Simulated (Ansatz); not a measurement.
# AlAs (F-43m): equation of state

How stiff is AlAs (F-43m)? Energies and pressures are computed at volumes on both sides of the relaxed cell and fitted.

Program: Ansatz 0.2.0. Level of theory: DFT PBE, scalar-relativistic, plane waves, PAW. These are calculated values, not measurements.

2 further runs of the same task are left out: 1 that didn't finish, 1 set aside as unsound or not needed. Runs told in other sessions of the task aren't counted.

## Step 1: The system as given

It takes space group F-43m (No. 216, cubic). Conventional cell: a = 5.729 Å, b = 5.729 Å, c = 5.729 Å, α = 90.00°, β = 90.00°, γ = 90.00°. Around Al (site symmetry -43m) lie 4 As at 2.48 Å. As (site symmetry -43m) has 4 Al at 2.48 Å in its first shell of neighbours.

Coordinates:

```cif
data_structure
_symmetry_space_group_name_H-M 'P 1'
_symmetry_Int_Tables_number 1
_cell_length_a 4.0507
_cell_length_b 4.0507
_cell_length_c 4.0507
_cell_angle_alpha 60.000
_cell_angle_beta 60.000
_cell_angle_gamma 60.000
_cell_volume 47.00
loop_
_atom_site_label
_atom_site_type_symbol
_atom_site_fract_x
_atom_site_fract_y
_atom_site_fract_z
_atom_site_occupancy
Al1 Al 0.00000 0.00000 0.00000 1
As1 As 0.75000 0.75000 0.75000 1
```

This cell comes from an earlier session at PBE: 23.499 Å³/atom at 0.00 GPa, on a 10×10×10 mesh.

Volume factors to run: 0.980, 1.020, 0.960, 1.040.

## Step 2: At 0.980 of the relaxed volume

Contents of input.yaml:

```yaml
crystal:
  lattice:
    - [0.0, 2.8450647574, 2.8450647574]
    - [2.8450647574, 0.0, 2.8450647574]
    - [2.8450647574, 2.8450647574, 0.0]
  atoms:
    - { symbol: Al, position: [0.0, 0.0, 0.0] }
    - { symbol: As, position: [0.75, 0.75, 0.75] }
basis:
  ecutwfc: 420
  ecutrho_ratio: 4
kpoints:
  mp_grid: { grid: [10, 10, 10] }
hamiltonian:
  xc: pbe
scf:
  occupations: { method: gaussian, width: 0.05 }
output:
  forces: true
  stress: true
  eigenvalues: true
```

Run with:

```console
$ ansatz run input.yaml --threads 2 --pin off --max-ram 2662MiB --backend cpu --events-out ev --progress --plain --runs-dir out
```

The log of the run, cut to the lines that bear on the results:

```text
Warning: RAYON_NUM_THREADS=2 ignored (pool sized by the plan → 2); use --threads N
[...]
Pseudopotentials: kind: paw
Pseudopotential: Al, paw, valence charge 3, recommended cutoff 420 eV (normal), Al.paw.azcp
Pseudopotential: As, paw, valence charge 15, recommended cutoff 420 eV (normal), As.paw.azcp
Functional definition: PBE
[...]
Crystal: 2 atoms, lattice volume = 46.058 Å³
Basis set: ecut = 420 eV, 893 PW (Γ), exchange–correlation on 54×54×54 points (8 copies of the dense FFT grid, shifted against one another)
Bands: 13, of which v1, the nominal top of the filled ones, is band 9 counted from 1 (8 counted from 0)
Symmetry: 24 space group operations
Space group: F-43m (ITA 216), of the structure as read, at distance tolerance 3.6e-5 Å
k-points: 47 of 1000 (time reversal used)
[...]
SCF iter   1: F=—  HF=-5394.612686 eV  |F-HF|=—  |Δ(HF+E_count)|=         —  Δρ=1.75e-3  dr2=2.62e-3  ethr=1.77e-3  ⟨swp⟩=5.6  Hψ=3713  notcnv=0
[...]
SCF iter   6: F=-5394.611766 eV  HF=-5394.611766 eV  |F-HF|=5.04e-10  |Δ(HF+E_count)|=   3.31e-9  Δρ=1.03e-6  dr2=3.02e-10  ethr=1.81e-11  ⟨swp⟩=1.1  Hψ=1838  notcnv=0
[...]
SCF converged after 6 iterations
Free energy (F): -5394.611766 eV
[...]
E sigma→0 (E₀):  -5394.611766 eV
Fermi energy:    6.933436 eV
[...]
--- Forces (eV/Å), atoms counted from 1 ---
  atom   1  Al    -0.00000000     0.00000000    -0.00000000
  atom   2  As     0.00000000    -0.00000000     0.00000000
[...]
--- Stress (GPa, compression-positive) ---
        1.414512      -0.000000      -0.000000
       -0.000000       1.414512       0.000000
       -0.000000       0.000000       1.414512
  P = ⅓ Tr σ = 1.4145 GPa (14.145 kbar)
--- Band table (eV; the first three rows and the last of 47) ---
  k-point 0: bands = ["-28.1722", "-28.1722", "-28.1722", "-28.1621", "-28.1621", "-5.5799", "6.1977", "6.1977", "6.1977", "8.1296", "10.4748", "10.4748", "10.4748"]
[...]
```

It took 1.3 s on 2 threads of Arm Neoverse V2, shared host; peak memory 0.31 GiB.

In short: volume 23.029 Å³/atom, pressure 1.41 GPa, gap on the mesh 1.47 eV.

## Step 3: Scaling the volume by 1.020

Edit input.yaml of step 2 so:

```diff
@@ -2,5 +2,5 @@
   lattice:
-    - [0.0, 2.8450647574, 2.8450647574]
-    - [2.8450647574, 0.0, 2.8450647574]
-    - [2.8450647574, 2.8450647574, 0.0]
+    - [0.0, 2.8832581036, 2.8832581036]
+    - [2.8832581036, 0.0, 2.8832581036]
+    - [2.8832581036, 2.8832581036, 0.0]
   atoms:
```

Run with:

```console
$ ansatz run input.yaml --threads 2 --pin off --max-ram 2662MiB --backend cpu --events-out ev --progress --plain --runs-dir out
```

The log of the run, cut to the lines that bear on the results:

```text
Warning: RAYON_NUM_THREADS=2 ignored (pool sized by the plan → 2); use --threads N
[...]
[... 4 set-up lines as earlier in the session ...]
[...]
Crystal: 2 atoms, lattice volume = 47.938 Å³
Basis set: ecut = 420 eV, 941 PW (Γ), exchange–correlation on 60×60×60 points (8 copies of the dense FFT grid, shifted against one another)
Bands: 13, of which v1, the nominal top of the filled ones, is band 9 counted from 1 (8 counted from 0)
[... 2 set-up lines as earlier in the session ...]
k-points: 47 of 1000 (time reversal used)
[...]
SCF iter   1: F=—  HF=-5394.613051 eV  |F-HF|=—  |Δ(HF+E_count)|=         —  Δρ=1.90e-3  dr2=3.31e-3  ethr=1.77e-3  ⟨swp⟩=5.6  Hψ=3710  notcnv=0
[...]
SCF iter   6: F=-5394.612009 eV  HF=-5394.612009 eV  |F-HF|=1.22e-9  |Δ(HF+E_count)|=   8.24e-9  Δρ=1.43e-6  dr2=6.26e-10  ethr=1.28e-10  ⟨swp⟩=2.0  Hψ=2030  notcnv=0
[...]
SCF converged after 6 iterations
Free energy (F): -5394.612009 eV
[...]
E sigma→0 (E₀):  -5394.612009 eV
Fermi energy:    6.542157 eV
[...]
--- Forces (eV/Å), atoms counted from 1 ---
  atom   1  Al    -0.00000000     0.00000000     0.00000000
  atom   2  As     0.00000000    -0.00000000    -0.00000000
[...]
--- Stress (GPa, compression-positive) ---
       -1.277323       0.000000      -0.000000
       -0.000000      -1.277323       0.000000
       -0.000000       0.000000      -1.277323
  P = ⅓ Tr σ = -1.2773 GPa (-12.773 kbar)
--- Band table (eV; the first three rows and the last of 47) ---
  k-point 0: bands = ["-28.6008", "-28.6008", "-28.6008", "-28.5920", "-28.5920", "-5.7887", "5.7742", "5.7742", "5.7742", "7.3966", "9.9820", "9.9820", "9.9820"]
[...]
```

Run time: 1.3 s. Hardware: 2 threads of Arm Neoverse V2, shared host; peak memory 0.32 GiB.

In short: volume 23.969 Å³/atom, pressure -1.28 GPa, mesh gap 1.54 eV.

## Step 4: Scaling the volume by 0.960

Edit input.yaml of step 3 so:

```diff
@@ -2,5 +2,5 @@
   lattice:
-    - [0.0, 2.8832581036, 2.8832581036]
-    - [2.8832581036, 0.0, 2.8832581036]
-    - [2.8832581036, 2.8832581036, 0.0]
+    - [0.0, 2.8255774009, 2.8255774009]
+    - [2.8255774009, 0.0, 2.8255774009]
+    - [2.8255774009, 2.8255774009, 0.0]
   atoms:
```

Run with:

```console
$ ansatz run input.yaml --threads 2 --pin off --max-ram 2662MiB --backend cpu --events-out ev --progress --plain --runs-dir out
```

The log of the run, cut to the lines that bear on the results:

```text
Warning: RAYON_NUM_THREADS=2 ignored (pool sized by the plan → 2); use --threads N
[...]
[... 4 set-up lines as earlier in the session ...]
[...]
Crystal: 2 atoms, lattice volume = 45.118 Å³
Basis set: ecut = 420 eV, 893 PW (Γ), exchange–correlation on 54×54×54 points (8 copies of the dense FFT grid, shifted against one another)
Bands: 13, of which v1, the nominal top of the filled ones, is band 9 counted from 1 (8 counted from 0)
[... 2 set-up lines as earlier in the session ...]
k-points: 47 of 1000 (time reversal used)
[...]
SCF iter   1: F=—  HF=-5394.599748 eV  |F-HF|=—  |Δ(HF+E_count)|=         —  Δρ=1.67e-3  dr2=2.31e-3  ethr=1.77e-3  ⟨swp⟩=5.4  Hψ=3677  notcnv=0
[...]
SCF iter   6: F=-5394.598930 eV  HF=-5394.598930 eV  |F-HF|=1.47e-10  |Δ(HF+E_count)|=   1.42e-9  Δρ=5.77e-7  dr2=1.15e-10  ethr=5.02e-12  ⟨swp⟩=1.0  Hψ=1833  notcnv=0
[...]
SCF converged after 6 iterations
Free energy (F): -5394.598930 eV
[...]
E sigma→0 (E₀):  -5394.598930 eV
Fermi energy:    7.140578 eV
[...]
--- Forces (eV/Å), atoms counted from 1 ---
  atom   1  Al    -0.00000000     0.00000000     0.00000000
  atom   2  As     0.00000000    -0.00000000     0.00000000
[...]
--- Stress (GPa, compression-positive) ---
        2.990976       0.000000      -0.000000
       -0.000000       2.990976       0.000000
       -0.000000       0.000000       2.990976
  P = ⅓ Tr σ = 2.9910 GPa (29.910 kbar)
--- Band table (eV; the first three rows and the last of 47) ---
  k-point 0: bands = ["-27.9466", "-27.9466", "-27.9466", "-27.9358", "-27.9358", "-5.4699", "6.4223", "6.4223", "6.4223", "8.5172", "10.7354", "10.7354", "10.7354"]
[...]
```

It took 1.2 s on 2 threads of Arm Neoverse V2, shared host; peak memory 0.31 GiB.

In short: volume 22.559 Å³/atom, pressure 2.99 GPa, gap on the mesh 1.44 eV.

## Step 5: Scaling the volume by 1.040

Edit input.yaml of step 4 so:

```diff
@@ -2,5 +2,5 @@
   lattice:
-    - [0.0, 2.8255774009, 2.8255774009]
-    - [2.8255774009, 0.0, 2.8255774009]
-    - [2.8255774009, 2.8255774009, 0.0]
+    - [0.0, 2.9019810834, 2.9019810834]
+    - [2.9019810834, 0.0, 2.9019810834]
+    - [2.9019810834, 2.9019810834, 0.0]
   atoms:
@@ -21 +21,5 @@
   eigenvalues: true
+  write_density: true
+  write_potential: true
+  elf: true
+  volumetric_format: npy
```

Run with:

```console
$ ansatz run input.yaml --threads 2 --pin off --max-ram 2662MiB --backend cpu --events-out ev --progress --plain --runs-dir out
```

The log of the run:

```text
Warning: RAYON_NUM_THREADS=2 ignored (pool sized by the plan → 2); use --threads N
Engine: ansatz 0.2.0, aarch64-unknown-linux-gnu
[... 4 set-up lines as earlier in the session ...]
  parameter kappa = 0.804
  parameter beta = 0.06672455060314922
  exchange = pbe_x(kappa = kappa, mu = beta*pi^2/3)
  correlation = pbe_c(beta = beta)
Crystal: 2 atoms, lattice volume = 48.878 Å³
Basis set: ecut = 420 eV, 941 PW (Γ), exchange–correlation on 60×60×60 points (8 copies of the dense FFT grid, shifted against one another)
Bands: 13, of which v1, the nominal top of the filled ones, is band 9 counted from 1 (8 counted from 0)
[... 1 set-up line as earlier in the session ...]
Space group: F-43m (ITA 216), of the structure as read, at distance tolerance 3.7e-5 Å
k-points: 47 of 1000 (time reversal used)
Non-local potential: Al, projectors of the file, l = 0: 2, l = 1: 2, l = 2: 1
Non-local potential: As, projectors of the file, l = 0: 2, l = 1: 2, l = 2: 3, l = 3: 1
PAW form: soft (Blöchl's): semilocal exchange-correlation on the pseudo side does not see the compensation charge
PAW one-centre angular grid: Al, 110 points (default); XC on 64 Gauss nodes
PAW one-centre angular grid: As, 590 points (default); XC on 64 Gauss nodes
Initial density: superposition of atomic densities (neutral atoms: chi_scale 0, normalization atom), corrected by the library's trained network
Initial wavefunctions: pseudopotential atomic-orbital guess
Functional: x = pbe(κ = 0.804, μ = 0.2195149727645171), c = pbe(β = 0.06672455060314922)
SCF iter   1: F=—  HF=-5394.602235 eV  |F-HF|=—  |Δ(HF+E_count)|=         —  Δρ=1.99e-3  dr2=3.73e-3  ethr=1.77e-3  ⟨swp⟩=5.5  Hψ=3696  notcnv=0
preconditioner: auto → none  [insulator: Δε(μ)=1.463 eV  Ē_g=9.513 eV  σ=0.050 eV  W_gap=1.00  n_scr=14 (ndim 8)  ℏωp=15.0 eV  f_vac=0.013  D(μ)=0.00/eV (n_scr^D=0)  ε∞_Penn≈3.5]
SCF iter   2: F=—  HF=-5394.601028 eV  |F-HF|=—  |Δ(HF+E_count)|=   1.21e-3  Δρ=6.01e-4  dr2=1.88e-4  ethr=2.07e-5  ⟨swp⟩=1.9  Hψ=1107  notcnv=0
SCF iter   3: F=—  HF=-5394.601070 eV  |F-HF|=—  |Δ(HF+E_count)|=   4.20e-5  Δρ=2.40e-4  dr2=2.55e-5  ethr=1.05e-6  ⟨swp⟩=2.0  Hψ=782  notcnv=0
SCF iter   4: F=—  HF=-5394.601096 eV  |F-HF|=—  |Δ(HF+E_count)|=   2.60e-5  Δρ=4.05e-5  dr2=4.86e-7  ethr=1.42e-7  ⟨swp⟩=2.0  Hψ=799  notcnv=0
iter 5 did not close the SCF: its close was put off for the readings that it lacked (scf_convergence_deferred on its scf_iter line)
SCF iter   5: F=-5394.601097 eV  HF=-5394.601097 eV  |F-HF|=1.24e-8  |Δ(HF+E_count)|=   4.32e-7  Δρ=9.04e-6  dr2=3.00e-8  ethr=2.70e-9  ⟨swp⟩=2.0  Hψ=1034  notcnv=0
SCF iter   6: F=-5394.601097 eV  HF=-5394.601097 eV  |F-HF|=1.51e-9  |Δ(HF+E_count)|=   1.87e-8  Δρ=1.63e-6  dr2=8.16e-10  ethr=1.67e-10  ⟨swp⟩=5.0  Hψ=3220  notcnv=0
SCF 1 converged in 6 iterations: F = -5394.601097 eV  dr2 = 8.16e-10
SCF converged after 6 iterations
Free energy (F): -5394.601097 eV
Harris-Foulkes:  -5394.601097 eV  (|F-HF|=1.51e-9)
Internal energy: -5394.601097 eV  (E = F + TS)
E sigma→0 (E₀):  -5394.601097 eV
Fermi energy:    6.313053 eV
--- Per-component energies (eV) ---
  E_band       = -279.291034
  E_kinetic    = 124.691682
  E_local      = -2170.983938  (includes V_loc(G=0)·N_el)
  E_nonlocal   = -660.151465
  E_hartree    = 1153.390322
  E_xc         = -118.134405
  E_vxc        = -107.168794  (∫ρ·V_xc dr)
  E_paw        = -2302.999637  (= ΣΔE_a)
  E_vpaw       = 227.540535  (= ΣTr[D̂ρ^β])
  E_aug_tail   = 0.000007  (compensation charges beyond the density's cutoff)
  E_ewald      = -1420.413663
  E_smearing   = -0.000000  (= −TS)
  E_closure    = -0.000000  (closes the sum)
  Σ components = -5394.601097   (vs F -5394.601097, Δ=0.00e0)
--- Forces (eV/Å), atoms counted from 1 ---
  atom   1  Al    -0.00000000     0.00000000     0.00000000
  atom   2  As     0.00000000    -0.00000000     0.00000000
  max |Σ_I F_I| component: 1.53e-16 eV/Å
--- Stress (GPa, compression-positive) ---
       -2.422180       0.000000      -0.000000
       -0.000000      -2.422180       0.000000
       -0.000000       0.000000      -2.422180
  P = ⅓ Tr σ = -2.4222 GPa (-24.222 kbar)
--- Band table (eV; the first three rows and the last of 47) ---
  k-point 0: bands = ["-28.8044", "-28.8044", "-28.8044", "-28.7963", "-28.7963", "-5.8881", "5.5746", "5.5746", "5.5746", "7.0497", "9.7490", "9.7490", "9.7490"]
  k-point 1: bands = ["-28.8044", "-28.8044", "-28.8044", "-28.7963", "-28.7963", "-5.7991", "4.5244", "5.4755", "5.4755", "7.7701", "9.8986", "9.9266", "9.9266"]
  k-point 2: bands = ["-28.8044", "-28.8042", "-28.8042", "-28.7963", "-28.7963", "-5.5456", "3.0238", "5.2507", "5.2507", "7.9883", "10.2609", "10.2609", "10.8836"]
  k-point 46: bands = ["-28.8044", "-28.8037", "-28.8031", "-28.7965", "-28.7959", "-4.1379", "0.6577", "2.7615", "3.0461", "9.2990", "10.1303", "11.6791", "12.3376"]
```

Run time: 1.8 s. Hardware: 2 threads of Arm Neoverse V2, shared host; peak memory 0.33 GiB.

Read off: volume 24.439 Å³/atom, pressure -2.42 GPa, mesh gap 1.48 eV.

The maps below are laid out on this run's own conventional cell (a, b, c = 5.804, 5.804, 5.804 Å).

Density in a lattice plane of the grid's cell (edges 5.80 and 5.80 Å, at 0.000 of the third edge), which holds Al.

Ten even steps from ' ' (0.02 e/Å³) to '@' (0.20 e/Å³):
```
::--++%%%%**==--....          ....--==**%%%%++--
++**%%@@@@##++--::..          ..::--++##@@@@%%**
%%%%@@@@@@##**==--::..........::--==**##@@@@@@%%
######%%%%####**++==--::::::--==++**####%%%%####
====++++**######**++++======++++**######**++++==
::::--==++**####%%%%##########%%%%####**++==--::
......::--==**##@@@@@@%%%%%%@@@@@@##**==--::....
      ..::--++##@@@@%%**++**%%@@@@##++--::..    
      ....--==**%%%%++--::--++%%%%**==--....    
        ..::==**%%##==::::::==##%%**==::..      
      ....--==**%%%%++--::--++%%%%**==--....    
      ..::--++##@@@@%%**++**%%@@@@##++--::..    
......::--==**##@@@@@@%%%%%%@@@@@@##**==--::....
::::--==++**####%%%%##########%%%%####**++==--::
====++++**######**++++======++++**######**++++==
######%%%%####**++==--::::::--==++**####%%%%####
%%%%@@@@@@##**==--::..........::--==**##@@@@@@%%
++**%%@@@@##++--::..          ..::--++##@@@@%%**
::--++%%%%**==--....          ....--==**%%%%++--
::::==##%%**==::..              ..::==**%%##==::
```
Columns run along the first of these edges and rows up along the second, over one cell in 24 and 20 even steps from the bottom left corner. Atoms in the plane (fractional): Al at (0.00, 0.00), Al at (0.50, 0.50).

ELF in the same plane.

Ten even steps from ' ' (0.01) to '@' (0.70):
```
..  ..++##**==::..              ..::==**##++....
  ::++@@@@%%**==::..          ..::==**%%@@@@**::
==**%%@@@@%%##++==::..      ..::==++##%%@@@@%%**
++**##%%@@%%####**==--::..::--==**####%%@@%%##**
--==++**##########**++==--==++**##########**++==
..::--==**####%%@@%%##**++**##%%@@%%####**==--::
    ..::==++##%%@@@@%%**==**%%@@@@%%##++==::..  
      ..::==**%%@@@@++::  ::++@@@@%%**==::..    
        ..::==**##++..  ::  ..++##**==::..      
          ::--++++::  ::----  --++++--::        
        ..::==**##++......  ..++##**==::..      
      ..::==**%%@@@@**::  ::++@@@@%%**==::..    
    ..::==++##%%@@@@%%**==**%%@@@@%%##++==::..  
..::--==**####%%@@%%##**++**##%%@@%%####**==--::
--==++**##########**++==--==++**##########**++==
++**##%%@@%%####**==--::..::--==**####%%@@%%##**
==**%%@@@@%%##++==::..      ..::==++##%%@@@@%%**
  ::++@@@@%%**==::..          ..::==**%%@@@@++::
::  ..++##**==::..              ..::==**##++..  
----  --++++--::                  ::--++++::  ::
```
Columns run along the first of these edges and rows up along the second, over one cell in 24 and 20 even steps from the bottom left corner. Atoms in the plane (fractional): Al at (0.00, 0.00), Al at (0.50, 0.50).

Both are smooth fields of the valence electrons: close to the nuclei they are not physical.

The highest ELF values outside the cores: 0.92 on the Al–As line, 1.0 Å from Al.

ELF in the plane through atom 1 (Al) and two of its nearest As neighbours, 7.2 Å on a side, that atom in the middle and its first bond to the right.

Ten even steps from '0' (0.01) to '9' (0.91):
```
9973223456665310000123332
9754577666677530000011111
0005898643356641000000000
1205998622146641000000000
0005998642356641000000000
3124677777788741001233321
3322345688999742245566664
1110012478997545777666776
0000000234300048987533566
0000000122012039986322366
0000000133200048987523566
3210000124432246777777887
6531000012333222356789998
7752000001111100123689975
5663100000000000001343000
4663100000000000001220121
6763100000000000001232000
8863101233433100001234322
9974334566666420000123332
```
Atoms in the plane (Å from the middle): As (2.5, 0.0), As (-0.8, 2.4), Al (3.4, -2.4), Al (0.0, 0.0), Al (-3.4, 2.4).

## Step 6: The fit

Energies have the smearing extrapolated to zero and count from the lowest point.

| volume (Å³/atom) | energy (meV/atom) | pressure (GPa) | gap (eV) |
| --- | --- | --- | --- |
| 22.559 | 8.45 | 2.99 | 1.44 |
| 23.029 | 2.03 | 1.41 | 1.47 |
| 23.499 | 0.00 | 0.00 | 1.50 |
| 23.969 | 1.91 | -1.28 | 1.54 |
| 24.439 | 7.37 | -2.42 | 1.48 |

volume (Å³/atom), energy (meV/atom) and a bar:
```
    22.56        8.5 ##############################
    23.03        2.0 #######
    23.50        0.0 
    23.97        1.9 #######
    24.44        7.4 ##########################
```

## Step 7: Outcome

```
          quantity           value
                V0  23.498 Å³/atom
                B0          67 GPa
               B0′             4.3
scatter of the fit  0.000 meV/atom
```

What this shows: The fitted minimum lies at 23.50 Å³/atom, and the bulk modulus is 67 GPa. One per cent of compression takes about 0.67 GPa. These are values at 0 K without zero-point motion.
